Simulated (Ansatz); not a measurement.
Bi2Se3: parities and Z2 indices — Ansatz, plane waves and PAW

Space group R-3m (No. 166), 5 atoms in the cell of the first input below: a = 9.761 Å, b = 9.761 Å, c = 9.761 Å, α = 24.62°, β = 24.62°, γ = 24.62°.

The volume is a measured one, the structure type a prototype's, with its volume kept and shape and atoms relaxed (pressure 2.0 GPa with this functional, without spin–orbit coupling). Functional: PBE.

Input:

```yaml
crystal:
  lattice:
    - [2.0807408732, 1.2013163033, 9.4607413423]
    - [-2.0807408732, 1.2013163033, 9.4607413423]
    - [0.0, -2.4026326065, 9.4607413423]
  atoms:
    - { symbol: Bi, position: [0.4010046516, 0.4010046516, 0.4010046516] }
    - { symbol: Bi, position: [0.5989953484, 0.5989953484, 0.5989953484] }
    - { symbol: Se, position: [0.0, 0.0, 0.0] }
    - { symbol: Se, position: [0.210497948, 0.210497948, 0.210497948] }
    - { symbol: Se, position: [0.789502052, 0.789502052, 0.789502052] }
basis:
  ecutwfc: 420
  ecutrho_ratio: 4
kpoints:
  mp_grid: { grid: [6, 6, 6] }
hamiltonian:
  xc: pbe
scf:
  occupations: { method: gaussian, width: 0.05 }
output:
  forces: true
  stress: true
  eigenvalues: true
  populations: true
  topological_invariants: true
magnetization:
  noncollinear: true
  spin_orbit: true
```

```bash
ansatz run input.yaml --threads 8 --pin off --max-ram 15360MiB --backend cpu --events-out ev --progress --plain --runs-dir out
```

Time: 4.7 min on 8 threads of Arm Neoverse V2, with other jobs on the host, peak memory 3.7 GiB.

Without spin–orbit coupling the gap on a 8×8×8 mesh is 0.15 eV. With it, in a separate run (self-consistent on 8×8×8, bands on 10×10×10), a gap of 0.28 eV parts the filled from the empty bands (a gap on a mesh is an upper bound, as the edges may lie between its points, so gaps on unlike meshes don't measure the coupling's effect alone). The indices are those of the lowest 78 bands, and their direct separation from the next band is open.

Odd-parity bands among them at the eight time-reversal-invariant momenta (inversion centre at 0.000 0.000 0.000):

```json
{"k": "0.0 0.0 0.0", "odd bands": "34"}
{"k": "0.0 0.0 0.5", "odd bands": "36"}
{"k": "0.0 0.5 0.0", "odd bands": "36"}
{"k": "0.0 0.5 0.5", "odd bands": "36"}
{"k": "0.5 0.0 0.0", "odd bands": "36"}
{"k": "0.5 0.0 0.5", "odd bands": "36"}
{"k": "0.5 0.5 0.0", "odd bands": "36"}
{"k": "0.5 0.5 0.5", "odd bands": "36"}
```

**Question.** What are the Z2 indices by the rule of Fu and Kane?

**Answer.** Each Kramers pair counts once, so δ = (−1)^(odd bands / 2): −, +, +, +, +, +, +, +. The product of all eight gives ν0, the products over the planes k_i = 1/2 the weak indices: (1;000). The Wilson-loop planes give (1;000).

**Question.** The cell is scaled in volume by 0.96 and 1.05 with the atoms carried along. Do the indices change?

**Answer.** No.

```
volume ratio  pressure with spin–orbit coupling (GPa)  smallest direct separation sampled (eV)            at k  separation       Z2
        0.96                                      5.2                                    0.354  0.27 0.35 0.35        open  (1;000)
        1.00                                      2.4                                    0.361  0.25 0.33 0.33        open  (1;000)
        1.05                                     -0.5                                    0.347  0.15 0.10 0.15        open  (1;000)
```

Caveats: atoms feel forces of up to 0.16 eV/Å at volume ratio 1.00; atoms feel forces of up to 0.16 eV/Å at volume ratio 1.05; atoms feel forces of up to 0.47 eV/Å at volume ratio 0.96; semilocal functionals can invert narrow gaps falsely; the cell shown stands at 2.4 GPa, so it isn't this functional's equilibrium.

The strong index comes from Γ alone, where the filled bands include 34 odd states against 36 at each of the other seven momenta, a difference of one Kramers pair. In the accepted picture of Bi2Se3, spin–orbit coupling, strong on the heavy Bi atoms, pushes an even Bi p_z combination below an odd Se p_z combination at the zone centre. The parity count fits this exchange, though without parities from the uncoupled run it doesn't prove that the coupling causes it.

The result (1;000) agrees with the established strong topological insulator phase, and the vanishing weak indices fit an inversion confined to Γ. The index survives both volume changes, but the smallest direct separation varies little and not monotonically, so it points to no critical volume. Its position away from Γ also means that it doesn't measure the inversion energy there. Bulk topology requires an odd number of surface Dirac cones on a time-reversal-symmetric surface, but their energies and dispersion remain undetermined.
